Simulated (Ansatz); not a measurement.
Clean, relaxed (111) surface of TiN, space group Fm-3m (No. 225) (top face towards +c; atoms held fixed, by place in the list: 1, 2, 3, 4):

```xyz
8
Lattice="2.9726 0.0000 0.0000 -1.4863 2.5744 0.0000 0.0000 0.0000 25.4950" Properties=species:S:1:pos:R:3 pbc="T T T"
N     0.0000    1.7162    8.5000
Ti    1.4863    0.8581    9.7136
N     0.0000    0.0000   10.9271
Ti    0.0000    1.7162   12.1407
N     1.4863    0.8581   13.3465
Ti    0.0000    0.0000   14.5779
N     0.0000    1.7162   15.8193
Ti    1.4863    0.8581   16.8781
```

These are results of DFT PBEsol, scalar-relativistic, plane waves, PAW (Ansatz 0.2.0), not measurements. Cutoff 420 eV; k points 12×12×1 on the computed 8-atom cell (Γ-centred); Gaussian smearing, width 0.10 eV; no spin polarisation. The cell repeats along c with a dipole correction in the vacuum.

F (atom) is adsorbed on the top face, one adsorbate per 7.7 Å², and relaxed from 3 starting sites (fractions of a and b). The adsorption energy is E(slab + adsorbate) − E(slab) − E(free adsorbate, spin-polarised where open-shell). Heights count from the highest slab atom after relaxation. Δφ is the top face's. Δp counts per cell along +c. Bonded neighbours lie within 1.25 times the sum of covalent radii (1.35 for H) and, on that scale, within 12 % of the closest. With the adsorbate the cell is lengthened along c to keep the vacuum.

| start | ends at | E_ads (eV) | height (Å) | shortest contact | Δφ (eV) | Δp (e·Å) |
| --- | --- | --- | --- | --- | --- | --- |
| top (Ti) at (0.67, 0.33) | (0.67, 0.33), 1 bonded neighbour (Ti) | -5.76 | 1.76 | F–Ti 1.76 Å | +2.48 | -0.103 |
| hollow (Ti-Ti-Ti) at (0.00, 0.00) | (0.00, 0.00), 3 bonded neighbours (Ti) | -6.71 | 1.26 | F–Ti 2.13 Å | -0.25 | +0.013 |
| bridge (Ti-Ti) at (0.17, 0.83) | (0.00, 0.00), 3 bonded neighbours (Ti) | -6.71 | 1.26 | F–Ti 2.13 Å | -0.24 | +0.013 |

Among the sites tried, the lowest end comes from the bridge (Ti-Ti) at (0.17, 0.83) start; the hollow (Ti-Ti-Ti) at (0.00, 0.00) start ended within 0.02 eV of it, though not always at the same place; other sites may lie lower.

Each end is the local minimum or symmetric point that its start leads to. This ideal cut is polar: the work functions of its two faces differ by 3.4 eV. Real polar faces reconstruct or get covered, and then bind electron donors or acceptors far more weakly.

Spin polarisation was left out, and a magnetic state may lie lower.